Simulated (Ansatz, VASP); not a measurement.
One calculation of Re, two programs

```
CELL_PARAMETERS angstrom
2.73830 0.00000 0.00000
-1.36915 2.37144 0.00000
0.00000 0.00000 4.41458
ATOMIC_POSITIONS crystal
Re 0.33333 0.66667 0.25000
Re 0.66667 0.33333 0.75000
```

Alike in both runs: task relaxation of cell and atoms; functional LDA; k mesh 17 × 17 × 9; occupations fermi-dirac, width 0.05 eV; no spin polarisation.

|  | VASP | Ansatz |
| --- | --- | --- |
| version | VASP 6.6.1 | Ansatz 0.2.0 |
| potentials or method | VASP PAW LDA potentials, release 64 (Re), cutoff 600 eV | all-electron LAPW, scalar-relativistic |

```csv
,VASP,Ansatz,Ansatz less VASP
relaxed volume (Å³/atom),14.39,14.33,-0.057
relaxed cell length with the largest relative difference (Å),2.742,2.738,-0.0039
```

Ansatz ran all-electron here, so the differences hold the error of VASP's frozen core and of both bases.

The runs have no spin-orbit coupling, so splittings on Re are missing.
